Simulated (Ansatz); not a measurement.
# Ge under changes of volume

One of the cells (22.639 Å³/atom); the others are scaled copies at fixed shape and fractional positions:

```xyz
2
Lattice="0.0000 2.8289 2.8289 2.8289 0.0000 2.8289 2.8289 2.8289 0.0000" Properties=species:S:1:pos:R:3 pbc="T T T"
Ge    4.2434    4.2434    4.2434
Ge    2.8289    2.8289    2.8289
```

- Program: Ansatz 0.2.0
- Functional: PBE
- Potentials or basis: SPMS NC
- Cutoff: 680 eV (not typed: the program's choice for these potentials)
- k mesh: 8 × 8 × 8
- Occupations: fermi-dirac, width 0.05 eV
- Spin: no spin polarisation

| volume (Å³/atom) | energy over the lowest point (meV/atom) | pressure (GPa) |
| --- | --- | --- |
| 21.281 | ? | ? |
| 21.733 | 44.58 | 7.1 |
| 22.186 | 27.14 | 5.3 |
| 22.639 | 14.47 | 3.7 |
| 23.092 | 5.91 | 2.3 |
| 23.545 | 1.23 | 1.0 |
| 23.997 | 0.00 | -0.1 |

What does the run at 21.281 Å³/atom give?

Energy over the lowest point 67.45 meV/atom; pressure 9.1 GPa.

Worked out: A Birch-Murnaghan fit of order 3 (a polynomial in V^(-2/3)) to the other rows has its minimum at 23.94 Å³/atom with B0 = V·E''(V) = 59 GPa and B' = 4.3. It gives 67.10 meV/atom at 21.281 Å³/atom, against the run's 67.45, and -dE/dV = 9.0 GPa, against 9.1.

Energies are extrapolated to zero smearing.
